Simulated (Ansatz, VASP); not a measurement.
## One calculation of Si, two programs

```
Si
1.0
     0.00000    2.75073    2.75073
     2.75073    0.00000    2.75073
     2.75073    2.75073    0.00000
Si
2
Direct
  0.00000 0.00000 0.00000
  0.25000 0.25000 0.25000
```

Alike in both runs: task single point; functional PBE; k mesh 8 × 8 × 8; no spin polarisation.

|  | VASP | Ansatz |
| --- | --- | --- |
| version | VASP 6.6.1 | Ansatz 0.2 development build |
| potentials or method | VASP PAW PBE potentials, release 64 (Si), cutoff 520 eV | all-electron full-potential LAPW, scalar-relativistic |
| occupations | gaussian, width 0.01 eV | fixed |

|  | VASP | Ansatz | Ansatz less VASP |
| --- | --- | --- | --- |
| gap on the k mesh at the Fermi level (eV) | 0.68 | 0.68 | -0.001 |
| pressure (GPa) | -1.5 | -1.5 | +0.05 |

Ansatz ran all-electron here, so the differences hold the error of VASP's frozen core and of both bases.

A k mesh can miss the band edges. A hybrid or GW would open this gap; PBE tends to underestimate it.
